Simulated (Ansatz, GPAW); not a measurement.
Given: the input of a run of Ansatz 0.2.0 on Pb (Lead). 

The input input.yaml:

```yaml
crystal:
  lattice:
    - [0.0, 2.47502, 2.47502]
    - [2.47502, 0.0, 2.47502]
    - [2.47502, 2.47502, 0.0]
  atoms:
    - { symbol: Pb, position: [0.0, 0.0, 0.0] }
kpoints:
  mp_grid: { grid: [9, 9, 9] }
scf:
  occupations: { method: gaussian, width: 0.028 }
hamiltonian:
  xc: pbe
  pseudopotentials: { kind: all_electron, lapw: { basis_error: 0.001 } }
output:
  forces: true
  stress: true
  eigenvalues: true
```

Potentials or basis: all-electron LAPW, scalar-relativistic.

The run is started by

```console
$ ansatz run input.yaml --threads 1 --pin off --max-ram 3072MiB --backend cpu --events-out ev --progress --plain --runs-dir out
```

Translate it to GPAW 26.7.0 (ASE script). Potentials or basis there: GPAW PAW data sets (gpaw-data 1.2.1), cutoff 600 eV.

As run (cutoffs and basis follow the program's own potentials, and thresholds, step limits or extra output files can differ):

Contents of run.py:

```python
from ase import Atoms
from ase.dft.bandgap import bandgap
from ase.io import write
from ase.units import GPa
from gpaw import GPAW, PW

atoms = Atoms(['Pb'],
              cell=[[0.0, 2.47502, 2.47502],
                    [2.47502, 0.0, 2.47502],
                    [2.47502, 2.47502, 0.0]],
              scaled_positions=[[0.0, 0.0, 0.0]],
              pbc=True)

calc = GPAW(mode=PW(600),
            xc='PBE',
            kpts={'size': (9, 9, 9), 'gamma': True},
            occupations={'name': 'methfessel-paxton', 'order': 0, 'width': 0.028000000000000004},
            nbands=14,
            convergence={'density': 1e-05, 'energy': 1e-05},
            maxiter=150,
            txt='gpaw.txt')
atoms.calc = calc
energy = atoms.get_potential_energy()
forces = atoms.get_forces()
stress = atoms.get_stress()
calc.write('gs.gpw')
write('result.traj', atoms)
print(f'Energy: {energy:.6f} eV')
print('Forces (eV/A):')
print(forces.round(4))
print('Stress (GPa):', (stress / GPa).round(3))
print('Fermi level:', round(calc.get_fermi_level(), 4), 'eV')
print(f'Gap: {bandgap(calc)[0]:.4f} eV, direct: {bandgap(calc, direct=True)[0]:.4f} eV')
```

Potentials or basis: GPAW PAW data sets (gpaw-data 1.2.1), pw.

Command:

```bash
$ OMP_NUM_THREADS=1 python run.py
```

Both were run:

|  | Ansatz | GPAW |
| --- | --- | --- |
| Pressure | 2.3 GPa | 2.0 GPa |

Where Ansatz's input types no cutoff or centring, it takes its own default and a Γ-centred mesh.

Pressure is positive in compression.
